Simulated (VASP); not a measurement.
# CsH4 (P6/mmm) in VASP: density of states with PBE

Aim: the density of states of CsH4 with PBE.

Everything below comes from runs of VASP 6.6.1. Logs are shortened: lines on timing, memory, paths and dates and some standing lists are left out, and cuts for length are marked.

**1. The crystal as given**

The structure is hexagonal, space group P6/mmm (No. 191). Conventional cell: a = 3.588 Å, b = 3.588 Å, c = 5.004 Å, α = 90.00°, β = 90.00°, γ = 120.00°. Cs (site symmetry 6/mmm) is surrounded by 2 H at 2.50 Å. H (site symmetry mmm) is surrounded by 6 H at 1.79 Å. Around H (site symmetry 6/mmm) lie 6 H at 1.79 Å.

The cell was built by a generator and needn't be a form met in nature.

**2. Density of states, PBE**

Contents of POSCAR:

```
CsH4
1.0
    3.5875011919      0.0000000000      0.0000000000
   -1.7937505960      3.1068671683      0.0000000000
    0.0000000000      0.0000000000      5.0044794681
Cs H
1 4
Direct
    0.0000000000      0.0000000000      0.5000000000
    0.5000000000      0.0000000000      0.0000000000
    0.0000000000      0.5000000000      0.0000000000
    0.5000000000      0.5000000000      0.0000000000
    0.0000000000      0.0000000000      0.0000000000
```

Contents of INCAR.step1:

```
SYSTEM = CsH4
ALGO = Normal
EDIFF = 1E-7
ENCUT = 520
GGA = PE
ISIF = 2
ISMEAR = 0
LASPH = .True.
LCHARG = .True.
LREAL = .False.
LWAVE = .False.
NBANDS = 14
NELM = 80
PREC = Accurate
SIGMA = 0.1
```

Contents of KPOINTS.step1:

```
k-points
0
Gamma
  12 12 8
  0 0 0
```

Contents of INCAR.step2:

```
SYSTEM = CsH4
ALGO = Normal
EDIFF = 1E-7
ENCUT = 520
GGA = PE
ICHARG = 11
ISIF = 2
ISMEAR = -5
LASPH = .True.
LCHARG = .False.
LORBIT = 10
LREAL = .False.
LWAVE = .False.
NEDOS = 2001
NELM = 80
PREC = Accurate
SIGMA = 0.1
```

Contents of KPOINTS.step2:

```
k-points
0
Gamma
  18 18 12
  0 0 0
```

Potentials or basis: VASP PAW PBE potentials, release 64 (Cs_sv, H).

On the command line:

```sh
$ cat potpaw_PBE.64/Cs_sv/POTCAR potpaw_PBE.64/H/POTCAR > POTCAR
$ cp INCAR.step1 INCAR
$ cp KPOINTS.step1 KPOINTS
$ mpirun -np 1 vasp_std > vasp.out
$ cp INCAR.step2 INCAR
$ cp KPOINTS.step2 KPOINTS
$ mpirun -np 1 vasp_std > vasp.out
```

OUTCAR:

```text
SYSTEM = CsH4
   EDIFF = 1E-7
   ENCUT = 520
   GGA = PE
   ICHARG = 11
   ISIF = 2
   ISMEAR = -5
   LASPH = .True.
   LORBIT = 10
   LREAL = .False.
   NELM = 80
   PREC = Accurate

 ion  position               nearest neighbor table
   1  0.000  0.000  0.500-
   2  0.500  0.000  0.000-
   3  0.000  0.500  0.000-
   4  0.500  0.500  0.000-
   5  0.000  0.000  0.000-

  LATTYP: Found a hexagonal cell.
 ALAT       =     3.5875011919
 C/A-ratio  =     1.3949763918

  Lattice vectors:

 A1 = (   3.5875011919,   0.0000000000,   0.0000000000)
 A2 = (  -1.7937505960,   3.1068671683,   0.0000000000)
 A3 = (   0.0000000000,   0.0000000000,   5.0044794681)

Analysis of symmetry for initial positions (statically):
=====================================================================
 Subroutine PRICEL returns:
 Original cell was already a primitive cell.

 Routine SETGRP: Setting up the symmetry group for a
 hexagonal supercell.

 Subroutine GETGRP returns: Found 24 space group operations
 (whereof 24 operations were pure point group operations)
 out of a pool of 24 trial point group operations.

The static configuration has the point symmetry D_6h.

Analysis of symmetry for dynamics (positions and initial velocities):
=====================================================================
 Subroutine PRICEL returns:
 Original cell was already a primitive cell.

 Routine SETGRP: Setting up the symmetry group for a
 hexagonal supercell.

 Subroutine GETGRP returns: Found 24 space group operations
 (whereof 24 operations were pure point group operations)
 out of a pool of 24 trial point group operations.

The dynamic configuration has the point symmetry D_6h.

 Subroutine INISYM returns: Found 24 space group operations
 (whereof 24 operations are pure point group operations),
 and found     1 'primitive' translations

----------------------------------------------------------------------------------------

                                     Primitive cell

  volume of cell :      55.7794

  direct lattice vectors                    reciprocal lattice vectors
     3.587501192  0.000000000  0.000000000     0.278745552  0.160933819  0.000000000
    -1.793750596  3.106867168  0.000000000     0.000000000  0.321867639  0.000000000
     0.000000000  0.000000000  5.004479468     0.000000000  0.000000000  0.199820982

  length of vectors
     3.587501192  3.587501192  5.004479468     0.321867639  0.321867639  0.199820982

  position of ions in fractional coordinates (direct lattice)
     0.000000000  0.000000000  0.500000000
     0.500000000  0.000000000  0.000000000
     0.000000000  0.500000000  0.000000000
     0.500000000  0.500000000  0.000000000
     0.000000000  0.000000000  0.000000000

  ion indices of the primitive-cell ions
   primitive index   ion index
                 1           1
                 2           2
                 3           3
                 4           4
                 5           5

----------------------------------------------------------------------------------------

 KPOINTS: k-points

Automatic generation of k-mesh.
 Grid dimensions read from file:
 generate k-points for:   18   18   12

 Generating k-lattice:

  Cartesian coordinates                     Fractional coordinates (reciprocal lattice)
     0.015485864  0.008940768  0.000000000     0.055555556  0.000000000  0.000000000
     0.000000000  0.017881535  0.000000000     0.000000000  0.055555556  0.000000000
     0.000000000  0.000000000  0.016651748     0.000000000  0.000000000  0.083333333

  Length of vectors
     0.017881535  0.017881535  0.016651748

  Shift w.r.t. Gamma in fractional coordinates (k-lattice)
     0.000000000  0.000000000  0.000000000

 TETIRR: Found   3954 inequivalent tetrahedra from    23328

 Subroutine IBZKPT returns following result:
 ===========================================

 Found    259 irreducible k-points:

 Following reciprocal coordinates:
            Coordinates               Weight
  0.000000  0.000000  0.000000      1.000000
  0.055556 -0.000000  0.000000      6.000000
  0.111111 -0.000000  0.000000      6.000000
  0.166667 -0.000000  0.000000      6.000000
  0.222222 -0.000000  0.000000      6.000000
  0.277778  0.000000  0.000000      6.000000
[... 16 lines left out ...]
  0.333333  0.111111  0.000000     12.000000
  0.388889  0.111111  0.000000     12.000000
 [... further k-points ...]
   k-points           NKPTS =    259   k-points in BZ     NKDIM =    259   number of bands    NBANDS=     10
   number of dos      NEDOS =   2001   number of ions     NIONS =      5
   total plane-waves  NPLWV =  31360
   dimension x,y,z NGX =    28 NGY =   28 NGZ =   40
   dimension x,y,z NGXF=    56 NGYF=   56 NGZF=   80
   ions per type =               1   4
   NGX,Y,Z   is equivalent  to a cutoff of  12.98, 12.98, 13.29 a.u.
   NGXF,Y,Z  is equivalent  to a cutoff of  25.95, 25.95, 26.58 a.u.
 SYSTEM =  CsH4
   PREC   = accura    normal or accurate (medium, high low for compatibility)
   ISTART =      0    job   : 0-new  1-cont  2-samecut
   ICHARG =     11    charge: 1-file 2-atom 10-const
   ISPIN  =      1    spin polarized calculation?
   LNONCOLLINEAR =      F non collinear calculations
   LSORBIT =      F    spin-orbit coupling
   LASPH  =      T    aspherical Exc in radial PAW
   ENCUT  =  520.0 eV  38.22 Ry    6.18 a.u.   6.67  6.67  9.31*2*pi/ulx,y,z
   NELM   =     80;   NELMIN=  2; NELMDL=  0     # of ELM steps
   EDIFF  = 0.1E-06   stopping-criterion for ELM
   LREAL  =      F    real-space projection
   EDIFFG = 0.1E-05   stopping-criterion for IOM
   NSW    =      0    number of steps for IOM
   IBRION =     -1    ionic relax: 0-MD 1-quasi-New 2-CG
   NFREE  =      0    steps in history (QN), initial steepest desc. (CG)
   ISIF   =      2    stress and relaxation
   ISYM   =      2    0-nonsym 1-usesym 2-fastsym
   POTIM  = 0.5000    time-step for ionic-motion
   TEBEG  =    0.0;   TEEND  =   0.0 temperature during run
   PSTRESS=    0.0 pullay stress
   NELECT =      13.0000    total number of electrons
   NUPDOWN=      -1.0000    fix difference up-down
   EMIN   =  10.00;   EMAX   =-10.00  energy-range for DOS
   EFERMI =   0.00;   METHOD = LEGACY
   ISMEAR =    -5;   SIGMA  =   0.10  broadening in eV -4-tet -1-fermi 0-gaus
   EFERMI_NEDOS =   21; number of points for ismear=-14 and -15
   IALGO  =     38    algorithm
   IMIX   =      4    mixing-type and parameters
     AMIX     =   0.40;   BMIX     =  1.00
     AMIX_MAG =   1.60;   BMIX_MAG =  1.00
  volume/ion in A,a.u.               =      11.16        75.28
  Fermi-wavevector in a.u.,A,eV,Ry     =   1.007468  1.903839 13.809810  1.014992
  Thomas-Fermi vector in A             =   2.140275
   LORBIT       =     10    0 simple, 1 ext, 2 COOP (PROOUT), +10 PAW based schemes
   GGA     = PE    functional components
   LHFCALC =     F    Hartree Fock is set to
   AEXX    =    0.0000 exact exchange contribution
   IVDW    =     0    specifies the selected vdW correction
   LEPSILON=     F    determine dielectric tensor
   LRPA    =     F    only Hartree local field effects (RPA)
 non-spin polarized calculation
 Fermi weights with tetrahedron method with Bloechl corrections
  energy-cutoff  :      520.00
  volume of cell :       55.78
 maximum number of plane-waves:      1526
 NGX is ok and might be reduce to    28

 number of electron      13.0000001 magnetization

 Free energy of the ion-electron system (eV)
  ---------------------------------------------------
  ext. energy  EPLUGINS =         0.00000000
  ---------------------------------------------------
  free energy    TOTEN  =        -9.82885964 eV

  energy without entropy =       -9.82885964  energy(sigma->0) =       -9.82885964

 E-fermi :   3.1080     XC(G=0):  -9.2223

 val. band max:        3.1430677107   @ k =   0.4444  -0.0000   0.2500
 cond. band min:       3.0874463313   @ k =   0.1667   0.1111   0.3333
 fundamental gap:     -0.0556213795
 Fermi energy:         3.1080014375

 k-point     1 :       0.0000    0.0000    0.0000
  band No.  band energies     occupation
      1     -20.6499      2.00000
      2      -7.2998      2.00000
      3      -5.8452      2.00000
      4      -5.8336      2.00000
      5      -5.8336      2.00000
      6       3.2564      0.00000
      7       5.1329      0.00000
      8       5.1329      0.00000
      9       6.6338      0.00000
     10       8.1766      0.00000

 k-point     2 :       0.0556   -0.0000    0.0000
  band No.  band energies     occupation
      1     -20.6342      2.00000
      2      -7.2818      2.00000
      3      -6.0387      2.00000
      4      -5.8587      2.00000
      5      -5.7115      2.00000
      6       3.3425      0.00000
      7       4.9224      0.00000
      8       5.1404      0.00000
      9       6.5802      0.00000
     10       8.0100      0.00000

 k-point     3 :       0.1111   -0.0000    0.0000
  band No.  band energies     occupation
      1     -20.5886      2.00000
      2      -7.2294      2.00000
      3      -6.3818      2.00000
      4      -5.9295      2.00000
      5      -5.5533      2.00000
      6       3.5024      0.00000
      7       4.3590      0.00000
      8       5.1453      0.00000
      9       6.5590      0.00000
     10       7.5401      0.00000
[... 248 lines left out ...]
 k-point    23 :       0.3333    0.1111    0.0000
  band No.  band energies     occupation
      1     -20.1277      2.00000
      2      -8.5761      2.00000
      3      -6.7689      2.00000
      4      -6.6922      2.00000
      5      -3.4079      2.00000
      6      -0.2885      2.00000
      7       2.3330      2.00000
      8       4.7394      0.00000
      9       4.7601      0.00000
     10       6.7947      0.00000

 k-point    24 :       0.3889    0.1111    0.0000
  band No.  band energies     occupation
      1     -20.0761      2.00000
      2      -8.7681      2.00000
      3      -6.8457      2.00000
      4      -6.6310      2.00000
      5      -2.7688      2.00000
      6      -1.1471      2.00000
      7       2.2221      2.00000
      8       4.5408      0.00000
      9       4.6144      0.00000
     10       6.8288      0.00000

 [... further k-points ...]
[... 5 lines left out ...]
  --------------------------------------------------------------------------------------
  -------------------------------------------------------------------------------------
  Total        0.0041368      0.0041368      0.2128596     -0.0000000     -0.0000000      0.0000000
  in kB        0.1188246      0.1188246      6.1140657     -0.0000000     -0.0000000      0.0000000
  external PRESSURE =       2.1172383 kB  Pullay stress =       0.0000000 kB

 VOLUME and BASIS-vectors are now :
 -----------------------------------------------------------------------------
  energy-cutoff  :      520.00
  volume of cell :       55.78
      direct lattice vectors                 reciprocal lattice vectors
     3.587501192  0.000000000  0.000000000     0.278745552  0.160933819  0.000000000
    -1.793750596  3.106867168  0.000000000     0.000000000  0.321867639  0.000000000
     0.000000000  0.000000000  5.004479468     0.000000000  0.000000000  0.199820982

 POSITION                                       TOTAL-FORCE (eV/Angst)
 -----------------------------------------------------------------------------------
      0.00000      0.00000      2.50224         0.000000      0.000000      0.000000
      1.79375      0.00000      0.00000         0.000000      0.000000      0.000000
     -0.89688      1.55343      0.00000        -0.000000      0.000000      0.000000
      0.89688      1.55343      0.00000         0.000000      0.000000      0.000000
      0.00000      0.00000      0.00000         0.000000      0.000000      0.000000
 -----------------------------------------------------------------------------------
    total drift:                                0.000000     -0.000000      0.000000

  FREE ENERGIE OF THE ION-ELECTRON SYSTEM (eV)
  ---------------------------------------------------
  free  energy   TOTEN  =        -9.8288596417 eV

  energy  without entropy=       -9.8288596417  energy(sigma->0) =       -9.82885964

 total charge

# of ion       s       p       d       tot
------------------------------------------
    1        1.831   4.677   0.119   6.627
    2        0.392   0.010   0.000   0.402
    3        0.392   0.010   0.000   0.402
    4        0.392   0.010   0.000   0.402
    5        0.427   0.011   0.000   0.438
--------------------------------------------------
tot          3.435   4.717   0.119   8.271
```

Wall time 1.8 min (1 thread of Intel Xeon Platinum 8559C (Emerald Rapids), shared host); peak memory 0.27 GiB.

What came out:

```yaml
Valence_electrons_inside_the_program's_atomic_spheres: Cs 6.63; H 0.40, 0.44
```

States per cell in windows of 1 eV (zero at the Fermi level; states under -8 eV left out):
| from (eV) | total | Cs1_d | H2_s | H3_s | H4_s | H5_s | Cs1_p |
| --- | --- | --- | --- | --- | --- | --- | --- |
| -8.0 | 0.33 | 0.00 | 0.02 | 0.02 | 0.02 | 0.02 | 0.05 |
| -7.0 | 0.75 | 0.00 | 0.06 | 0.06 | 0.06 | 0.04 | 0.13 |
| -6.0 | 0.73 | 0.01 | 0.06 | 0.06 | 0.06 | 0.03 | 0.05 |
| -5.0 | 0.40 | 0.00 | 0.03 | 0.03 | 0.03 | 0.03 | 0.02 |
| -4.0 | 0.65 | 0.01 | 0.05 | 0.05 | 0.05 | 0.05 | 0.03 |
| -3.0 | 0.61 | 0.01 | 0.05 | 0.05 | 0.05 | 0.06 | 0.02 |
| -2.0 | 0.63 | 0.02 | 0.05 | 0.05 | 0.05 | 0.06 | 0.02 |
| -1.0 | 0.79 | 0.05 | 0.05 | 0.05 | 0.05 | 0.08 | 0.01 |
| 0.0 | 0.89 | 0.10 | 0.04 | 0.04 | 0.04 | 0.08 | 0.01 |
| 1.0 | 1.71 | 0.25 | 0.09 | 0.09 | 0.09 | 0.03 | 0.02 |
| 2.0 | 1.88 | 0.29 | 0.08 | 0.08 | 0.08 | 0.07 | 0.06 |
| 3.0 | 1.89 | 0.31 | 0.08 | 0.08 | 0.08 | 0.08 | 0.07 |
| 4.0 | 0.63 | 0.11 | 0.04 | 0.04 | 0.04 | 0.03 | 0.02 |
| 5.0 | 0.00 | 0.00 | 0.00 | 0.00 | 0.00 | 0.00 | 0.00 |

Caveat: tetrahedron occupations give inexact forces and stress in metals.
